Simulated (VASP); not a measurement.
# SnSe2 (P-3m1) in VASP: settings compared

One crystal, SnSe2, is run at these levels: PBEsol, PBE+D3(BJ), HSE06; tasks: relaxation of cell and atoms, single point.

Everything below comes from runs of VASP 6.6.1. Logs are shortened: lines on timing, memory, paths and dates and some standing lists are left out, and cuts for length are marked.

## Step 1: The structure

Symmetry: P-3m1, No. 164, trigonal system. Conventional cell: a = 3.811 Å, b = 3.811 Å, c = 6.136 Å, α = 90.00°, β = 90.00°, γ = 120.00°. Sn (site symmetry -3m) is surrounded by 6 Se at 2.68 Å. Around Se (site symmetry 3m) lie 3 Sn at 2.68 Å.

## Step 2: Relaxation of cell and atoms, PBEsol

Input file INCAR:

```
SYSTEM = SnSe2
ALGO = Fast ; EDIFF = 1E-6
EDIFFG = -0.02 ; ENCUT = 600
GGA = PS ; IBRION = 2
ISIF = 3 ; ISMEAR = 0
LASPH = .TRUE. ; LCHARG = .FALSE.
LREAL = .FALSE. ; LWAVE = .FALSE.
NELM = 80 ; NSW = 40
PREC = Accurate ; SIGMA = 0.02
```

Input file KPOINTS:

```
k-points
0
G
  8 8 4
  0 0 0
```

Input file POSCAR:

```
SnSe2
1.0
    3.8110000000      0.0000000000      0.0000000000
   -1.9055000000      3.3004228138      0.0000000000
    0.0000000000      0.0000000000      6.1360000000
Sn Se
1 2
Direct
    0.0000000000      0.0000000000      0.0000000000
    0.6666666667      0.3333333333      0.7510000000
    0.3333333333      0.6666666667      0.2490000000
```

Potentials or basis: VASP PAW PBE potentials, release 64 (Sn_d, Se).

Run with:

```
$ cat potpaw_PBE.64/Sn_d/POTCAR potpaw_PBE.64/Se/POTCAR > POTCAR
$ mpirun -np 1 vasp_std > vasp.out
```

OUTCAR:

```text
SYSTEM = SnSe2
   EDIFF = 1E-6
   EDIFFG = -0.02
   ENCUT = 600
   GGA = PS
   IBRION = 2
   ISIF = 3
   ISMEAR = 0
   LASPH = .TRUE.
   LREAL = .FALSE.
   NELM = 80
   NSW = 40
   PREC = Accurate

 ion  position               nearest neighbor table
   1  0.000  0.000  0.000-   2 2.68   3 2.68   3 2.68   2 2.68   2 2.68   3 2.68
   2  0.667  0.333  0.751-   1 2.68   1 2.68   1 2.68
   3  0.333  0.667  0.249-   1 2.68   1 2.68   1 2.68

  LATTYP: Found a hexagonal cell.
 ALAT       =     3.8110000000
 C/A-ratio  =     1.6100760955

  Lattice vectors:

 A1 = (   3.8110000000,   0.0000000000,   0.0000000000)
 A2 = (  -1.9055000000,   3.3004228138,   0.0000000000)
 A3 = (   0.0000000000,   0.0000000000,   6.1360000000)

Analysis of symmetry for initial positions (statically):
=====================================================================
 Subroutine PRICEL returns:
 Original cell was already a primitive cell.

 Routine SETGRP: Setting up the symmetry group for a
 hexagonal supercell.

 Subroutine GETGRP returns: Found 12 space group operations
 (whereof 12 operations were pure point group operations)
 out of a pool of 24 trial point group operations.

The static configuration has the point symmetry D_3d.

Analysis of symmetry for dynamics (positions and initial velocities):
=====================================================================
 Subroutine PRICEL returns:
 Original cell was already a primitive cell.

 Routine SETGRP: Setting up the symmetry group for a
 hexagonal supercell.

 Subroutine GETGRP returns: Found 12 space group operations
 (whereof 12 operations were pure point group operations)
 out of a pool of 24 trial point group operations.

The dynamic configuration has the point symmetry D_3d.

 Subroutine INISYM returns: Found 12 space group operations
 (whereof 12 operations are pure point group operations),
 and found     1 'primitive' translations

----------------------------------------------------------------------------------------

                                     Primitive cell

  volume of cell :      77.1781

  direct lattice vectors                    reciprocal lattice vectors
     3.811000000  0.000000000  0.000000000     0.262398321  0.151495741  0.000000000
    -1.905500000  3.300422814  0.000000000     0.000000000  0.302991482  0.000000000
     0.000000000  0.000000000  6.136000000     0.000000000  0.000000000  0.162972621

  length of vectors
     3.811000000  3.811000000  6.136000000     0.302991482  0.302991482  0.162972621

  position of ions in fractional coordinates (direct lattice)
     0.000000000  0.000000000  0.000000000
     0.666666667  0.333333333  0.751000000
     0.333333333  0.666666667  0.249000000

  ion indices of the primitive-cell ions
   primitive index   ion index
                 1           1
                 2           2
                 3           3

----------------------------------------------------------------------------------------

 KPOINTS: k-points

Automatic generation of k-mesh.
 Grid dimensions read from file:
 generate k-points for:    8    8    4

 Generating k-lattice:

  Cartesian coordinates                     Fractional coordinates (reciprocal lattice)
     0.032799790  0.018936968  0.000000000     0.125000000  0.000000000  0.000000000
     0.000000000  0.037873935  0.000000000     0.000000000  0.125000000  0.000000000
     0.000000000  0.000000000  0.040743155     0.000000000  0.000000000  0.250000000

  Length of vectors
     0.037873935  0.037873935  0.040743155

  Shift w.r.t. Gamma in fractional coordinates (k-lattice)
     0.000000000  0.000000000  0.000000000

 Subroutine IBZKPT returns following result:
 ===========================================

 Found     35 irreducible k-points:

 Following reciprocal coordinates:
            Coordinates               Weight
  0.000000  0.000000  0.000000      1.000000
  0.125000 -0.000000  0.000000      6.000000
  0.250000 -0.000000  0.000000      6.000000
  0.375000 -0.000000  0.000000      6.000000
[... 42 lines left out ...]

 number of electron      25.9999991 magnetization

 Free energy of the ion-electron system (eV)
  ---------------------------------------------------
  ext. energy  EPLUGINS =         0.00000000
  ---------------------------------------------------
  free energy    TOTEN  =       -12.94322466 eV

  energy without entropy =      -12.94322466  energy(sigma->0) =      -12.94322466

------------------------ aborting loop because EDIFF is reached ----------------------------------------

  FORCE on cell =-STRESS in cart. coord.  units (eV):
  Direction    XX          YY          ZZ          XY          YZ          ZX
  --------------------------------------------------------------------------------------
  -------------------------------------------------------------------------------------
  Total        0.9625205      0.9625205      1.8638247      0.0000000     -0.0000000     -0.0000000
  in kB       19.9814354     19.9814354     38.6920514      0.0000000     -0.0000000     -0.0000000
  external PRESSURE =      26.2183074 kB  Pullay stress =       0.0000000 kB
[... 92 lines left out ...]
  FREE ENERGIE OF THE ION-ELECTRON SYSTEM (eV)
  ---------------------------------------------------
  free  energy   TOTEN  =       -12.9770574314 eV

  energy  without entropy=      -12.9770574314  energy(sigma->0) =      -12.97705743

 E-fermi :   3.8957     XC(G=0):  -9.5288

 val. band max:        3.7421725882   @ k =   0.1250  -0.0000   0.2500
 cond. band min:       4.4273779932   @ k =   0.5000  -0.0000   0.5000
 fundamental gap:      0.6852054050
 Fermi energy:         3.8957121116

 k-point     1 :       0.0000    0.0000    0.0000
  band No.  band energies     occupation
      1     -17.3513      2.00000
      2     -17.3513      2.00000
      3     -17.3148      2.00000
      4     -17.3024      2.00000
      5     -17.3024      2.00000
      6     -10.0058      2.00000
[... 457 lines left out ...]
      4     -17.2986      2.00000
      5     -17.2805      2.00000
      6      -8.4712      2.00000
[... 9 lines left out ...]
     16       9.4157      0.00000
     17      10.1396      0.00000

 [... further k-points ...]

[... ionic steps 4 to 13 ...]

--------------------------------------- Ionic step       14  -------------------------------------------

 number of electron      25.9999994 magnetization

------------------------ aborting loop because EDIFF is reached ----------------------------------------
[... 69 lines left out ...]
--------------------------------------- Ionic step       16  -------------------------------------------

 number of electron      25.9999992 magnetization

 Free energy of the ion-electron system (eV)
  ---------------------------------------------------
  ext. energy  EPLUGINS =         0.00000000
  ---------------------------------------------------
  free energy    TOTEN  =       -12.98205537 eV

  energy without entropy =      -12.98205537  energy(sigma->0) =      -12.98205537

 E-fermi :   4.1898     XC(G=0):  -9.6688

 val. band max:        4.0344288795   @ k =   0.1250   0.1250   0.0000
 cond. band min:       4.6961801130   @ k =   0.5000  -0.0000   0.2500
 fundamental gap:      0.6617512335
 Fermi energy:         4.1898163117

 k-point     1 :       0.0000    0.0000    0.0000
  band No.  band energies     occupation
      1     -17.1051      2.00000
      2     -17.1051      2.00000
      3     -17.0682      2.00000
      4     -17.0555      2.00000
      5     -17.0555      2.00000
      6      -9.8091      2.00000
[... 457 lines left out ...]
      4     -17.0518      2.00000
      5     -17.0334      2.00000
      6      -8.2456      2.00000
[... 9 lines left out ...]
     16       9.6523      0.00000
     17      10.4306      0.00000

 [... further k-points ...]

------------------------ aborting loop because EDIFF is reached ----------------------------------------

  FORCE on cell =-STRESS in cart. coord.  units (eV):
  Direction    XX          YY          ZZ          XY          YZ          ZX
  --------------------------------------------------------------------------------------
  -------------------------------------------------------------------------------------
  Total        0.0202079      0.0202079      0.0214963     -0.0000000     -0.0000000      0.0000000
  in kB        0.4177837      0.4177837      0.4444195     -0.0000000     -0.0000000      0.0000000
  external PRESSURE =       0.4266623 kB  Pullay stress =       0.0000000 kB
[... 18 lines left out ...]
  FREE ENERGIE OF THE ION-ELECTRON SYSTEM (eV)
  ---------------------------------------------------
  free  energy   TOTEN  =       -12.9820553673 eV

  energy  without entropy=      -12.9820553673  energy(sigma->0) =      -12.98205537

 reached required accuracy - stopping structural energy minimisation
```

It took 9.4 min on 1 thread of Intel Xeon Platinum 8259CL at 2.50GHz (Skylake/Cascade Lake), shared host; peak memory 0.24 GiB.

What came out:

```
Free energy                            : -12.9821 eV
Relaxed volume                         : 25.83 Å³/atom
Relaxed cell                           : a = 3.819 Å, b = 3.819 Å, c = 6.135 Å, α = 90.00°, β = 90.00°, γ = 120.00°
Space group after relaxing (to 0.05 Å) : P-3m1 (No. 164)
Energy gained by relaxing              : 12.9 meV/atom
Ionic steps                            : 16
Pressure after relaxing                : 0.0 GPa
Largest force after relaxing           : 0.007 eV/Å
Band gap on the k mesh                 : 0.66 eV, indirect (least direct gap 0.96 eV)
```

Forces in eV/Å, atoms in the order of the input:
```
Sn   0.000  0.000  0.000
Se   0.000  0.000 -0.007
Se   0.000  0.000  0.007
```

The path:
| step | energy change (eV) | largest force (eV/Å) | pressure (GPa) | volume (Å³) |
| --- | --- | --- | --- | --- |
| 1 | 0.0000 | 0.6237 | 2.62 | 77.18 |
| 2 | -0.0139 | 0.2735 | -2.40 | 81.97 |
| 3 | -0.0338 | 0.0937 | -0.39 | 79.84 |
| 4 | -0.0338 | 0.1040 | -0.30 | 79.78 |
| 5 | -0.0368 | 0.0588 | -0.15 | 79.36 |
| 6 | -0.0375 | 0.0292 | -0.03 | 79.08 |
| 7 | -0.0375 | 0.0267 | -0.02 | 79.06 |
| 8 | -0.0375 | 0.0251 | -0.02 | 79.04 |
| 9 | -0.0376 | 0.0228 | -0.05 | 79.00 |
| 10 | -0.0379 | 0.0114 | -0.09 | 78.86 |
| 11 | -0.0384 | 0.0091 | -0.17 | 78.58 |
| 12 | -0.0385 | 0.0488 | -0.28 | 78.01 |
| 13 | -0.0386 | 0.0367 | -0.22 | 78.18 |
| 14 | -0.0387 | 0.0316 | -0.21 | 78.11 |
| 15 | -0.0388 | 0.0187 | -0.09 | 77.91 |
| 16 | -0.0388 | 0.0068 | 0.04 | 77.50 |

Final structure:
```yaml
crystal:
  lattice:
    - [3.81902, 0.00000, 0.00000]
    - [-1.90951, 3.30737, 0.00000]
    - [0.00000, 0.00000, 6.13545]
  atoms:
    - { symbol: Sn, position: [0.00000, 0.00000, 0.00000] }
    - { symbol: Se, position: [0.66667, 0.33333, 0.74130] }
    - { symbol: Se, position: [0.33333, 0.66667, 0.25870] }
```

Caveat: the PAW data sets were made with another functional, which shifts forces and pressure a little; spin-orbit coupling is left out, which moves the levels of the heavy elements; this functional lacks dispersion, which binds the layers, so the pressure and a relaxed spacing across them are unreliable.

## Step 3: Relaxation of cell and atoms, PBE+D3(BJ)

Input file INCAR:

```
SYSTEM = SnSe2
PREC     = Accurate       ! precision mode
ENCUT    = 600            ! plane-wave cutoff, eV
EDIFF    = 1E-6           ! SCF threshold, eV
ISMEAR   = 0              ! smearing method
SIGMA    = 0.02           ! smearing width, eV
LREAL    = .False.        ! projectors in reciprocal space
LASPH    = .True.         ! aspherical terms in the spheres
NELM     = 80             ! most SCF steps
ALGO     = Fast           ! electronic algorithm
ISIF     = 3              ! what is computed and relaxed
LWAVE    = .False.        ! write WAVECAR
LCHARG   = .False.        ! write CHGCAR
GGA      = PE             ! functional
IVDW     = 12             ! dispersion correction
IBRION   = 2              ! ionic algorithm
NSW      = 60             ! ionic steps
EDIFFG   = -0.02          ! ionic threshold
```

Input file KPOINTS:

```
regular mesh
0
Gamma
  8 8 4
  0 0 0
```

POSCAR is that of step 2.

Potentials or basis: VASP PAW PBE potentials, release 64 (Sn_d, Se).

Run with:

```
$ cat potpaw_PBE.64/Sn_d/POTCAR potpaw_PBE.64/Se/POTCAR > POTCAR
$ mpirun -np 1 vasp_std > vasp.out
```

It took 6.5 min on 1 thread of Intel Xeon Platinum 8259CL at 2.50GHz (Skylake/Cascade Lake), shared host; peak memory 0.25 GiB.

The run converged. Its results:

| Item | Value |
| --- | --- |
| Free energy | -12.8969 eV |
| Relaxed volume | 25.57 Å³/atom |
| Relaxed cell | a = 3.839 Å, b = 3.839 Å, c = 6.010 Å, α = 90.00°, β = 90.00°, γ = 120.00° |
| Space group after relaxing (to 0.05 Å) | P-3m1 (No. 164) |
| Energy gained by relaxing | 22.6 meV/atom |
| Ionic steps | 11 |
| Pressure after relaxing | 0.0 GPa |
| Largest force after relaxing | 0.015 eV/Å |
| Band gap on the k mesh | 0.57 eV, indirect (least direct gap 0.82 eV) |
| Dispersion energy per atom | -0.364 eV |

Forces in eV/Å, atoms in the order of the input:
```
Sn   0.000  0.000  0.000
Se   0.000  0.000  0.015
Se   0.000  0.000 -0.015
```

Stress tensor (GPa, compression positive):
```
 0.02  0.00  0.00
 0.00  0.02  0.00
 0.00  0.00 -0.12
```

The path:
```tsv
step	energy change (eV)	largest force (eV/Å)	pressure (GPa)	volume (Å³)
1	0.0000	0.8174	3.32	77.18
2	-0.0199	0.2888	-2.89	83.27
3	-0.0517	0.1628	-0.43	80.49
4	-0.0517	0.1747	-0.36	80.42
5	-0.0557	0.1272	-0.22	79.88
6	-0.0576	0.0724	-0.04	79.27
7	-0.0576	0.0628	-0.02	79.17
8	-0.0597	0.0535	-0.06	78.90
9	-0.0645	0.0262	-0.07	78.08
10	-0.0677	0.0259	0.00	76.42
11	-0.0678	0.0153	-0.03	76.72
```

Final structure:
```
CELL_PARAMETERS angstrom
3.83929 0.00000 0.00000
-1.91965 3.32493 0.00000
0.00000 0.00000 6.01034
ATOMIC_POSITIONS crystal
Sn 0.00000 0.00000 0.00000
Se 0.66667 0.33333 0.73428
Se 0.33333 0.66667 0.26572
```

Levels at points of the mesh, in eV from the valence-band top:
| k point | band 10 | band 11 | band 12 | band 13 | band 14 | band 15 | band 16 | band 17 |
| --- | --- | --- | --- | --- | --- | --- | --- | --- |
| (0.00, 0.00, 0.00) | -0.69 | -0.53 | -0.53 | -0.10 | 0.72 | 2.95 | 4.51 | 4.51 |
| (0.50, 0.00, 0.00) | -3.22 | -2.63 | -1.66 | -0.35 | 1.14 | 3.52 | 4.90 | 5.02 |
| (0.00, 0.00, 0.50) | -0.86 | -0.86 | -0.26 | -0.26 | 2.42 | 2.80 | 4.12 | 4.12 |
| (0.50, 0.00, 0.50) | -2.34 | -2.03 | -1.08 | -0.97 | 0.63 | 3.91 | 4.54 | 5.75 |

Caveat: spin-orbit coupling is left out, which moves the levels of the heavy elements.

## Step 4: Single point, HSE06

POSCAR is that of step 3.

Input file INCAR.step1:

```
SYSTEM = SnSe2
  ALGO = Normal
  EDIFF = 1E-5
  ENCUT = 280
  GGA = PE
  ISIF = 2
  ISMEAR = 0
  LASPH = .TRUE.
  LCHARG = .FALSE.
  LREAL = .FALSE.
  LWAVE = .TRUE.
  NBANDS = 21
  NELM = 100
  NKRED = 1
  PREC = Accurate
  SIGMA = 0.01
```

Input file INCAR.step2:

```
SYSTEM = SnSe2
  ALGO = Normal
  EDIFF = 1E-6
  ENCUT = 280
  GGA = PE
  HFSCREEN = 0.2
  ISIF = 2
  ISMEAR = 0
  ISTART = 1
  LASPH = .TRUE.
  LCHARG = .FALSE.
  LHFCALC = .TRUE.
  LREAL = .FALSE.
  LWAVE = .FALSE.
  NBANDS = 21
  NELM = 100
  NKRED = 1
  PREC = Accurate
  PRECFOCK = Fast
  SIGMA = 0.01
```

Input file KPOINTS:

```
k-points
0
G
  4 4 2
  0 0 0
```

Run with:

```
$ cat potpaw_PBE.64/Sn_d/POTCAR potpaw_PBE.64/Se/POTCAR > POTCAR
$ cp INCAR.step1 INCAR
$ mpirun -np 1 vasp_std > vasp.out
$ cp INCAR.step2 INCAR
$ mpirun -np 1 vasp_std > vasp.out
```

Run time: 2 min. Hardware: 1 thread of Intel Xeon Platinum 8488C (Sapphire Rapids), shared host; peak memory 0.24 GiB.

The run converged, but some of its settings lie outside the range that counts as converged, so its numbers aren't taken as properties of the crystal.

Results:

- Free energy: -14.4902 eV
- Pressure: 2.8 GPa
- Largest force: 0.287 eV/Å
- Band gap on the k mesh: 1.61 eV, indirect (least direct gap 1.95 eV)

Caveat: the k mesh is coarse (spacing up to 0.51 Å⁻¹), so the values aren't converged, least of all with exact exchange; the cutoff is under 1.25 times the usual one of these potentials, so pressure, stress and relaxed cells hold a basis-set (Pulay) error; the PAW data sets were made with another functional, which shifts forces and pressure a little; spin-orbit coupling is left out, which moves the levels of the heavy elements; this functional lacks dispersion, which binds the layers, so the pressure and a relaxed spacing across them are unreliable.

## Step 5: Single point, HSE06

POSCAR is that of step 4.

Changes to INCAR.step1 since step 4:

```diff
@@ -3,3 +3,3 @@
   EDIFF = 1E-5
-  ENCUT = 280
+  ENCUT = 340
   GGA = PE
```

Changes to INCAR.step2 since step 4:

```diff
@@ -3,3 +3,3 @@
   EDIFF = 1E-6
-  ENCUT = 280
+  ENCUT = 340
   GGA = PE
```

KPOINTS is that of step 4.

Run with:

```
$ cat potpaw_PBE.64/Sn_d/POTCAR potpaw_PBE.64/Se/POTCAR > POTCAR
$ cp INCAR.step1 INCAR
$ mpirun -np 1 vasp_std > vasp.out
$ cp INCAR.step2 INCAR
$ mpirun -np 1 vasp_std > vasp.out
```

It took 2.8 min on 1 thread of Intel Xeon Platinum 8488C (Sapphire Rapids), shared host; peak memory 0.26 GiB.

These settings aren't checked as converged: the numbers below hold their error.

Results:

* Free energy: -14.4949 eV
* Pressure: 2.7 GPa
* Largest force: 0.286 eV/Å
* Band gap on the k mesh: 1.61 eV, indirect (least direct gap 1.95 eV)

Caveat: the k mesh is coarse (spacing up to 0.51 Å⁻¹), so the values aren't converged, least of all with exact exchange; the PAW data sets were made with another functional, which shifts forces and pressure a little; spin-orbit coupling is left out, which moves the levels of the heavy elements; this functional lacks dispersion, which binds the layers, so the pressure and a relaxed spacing across them are unreliable.

## Step 6: Single point, HSE06

POSCAR is that of step 5.

INCAR.step1 is that of step 5.

INCAR.step2 is that of step 5.

Input file KPOINTS:

```
k-points
0
G
  4 4 3
  0 0 0
```

Potentials or basis: VASP PAW PBE potentials, release 64 (Sn_d, Se).

Run with:

```
$ cat potpaw_PBE.64/Sn_d/POTCAR potpaw_PBE.64/Se/POTCAR > POTCAR
$ cp INCAR.step1 INCAR
$ mpirun -np 1 vasp_std > vasp.out
$ cp INCAR.step2 INCAR
$ mpirun -np 1 vasp_std > vasp.out
```

Run time: 3.8 min. Hardware: 1 thread of Intel Xeon Platinum 8488C (Sapphire Rapids), shared host; peak memory 0.27 GiB.

The run converged, but some of its settings lie outside the range that counts as converged, so its numbers aren't taken as properties of the crystal.

Results:

- Free energy: -14.4799 eV
- Pressure: 2.8 GPa
- Largest force: 0.250 eV/Å
- Band gap on the k mesh: 1.51 eV, indirect (least direct gap 1.94 eV)

Caveat: the k mesh is coarse (spacing up to 0.48 Å⁻¹), so the values aren't converged, least of all with exact exchange; the PAW data sets were made with another functional, which shifts forces and pressure a little; spin-orbit coupling is left out, which moves the levels of the heavy elements; an odd mesh through Γ misses points on the zone boundary, where band edges often lie; this functional lacks dispersion, which binds the layers, so the pressure and a relaxed spacing across them are unreliable.
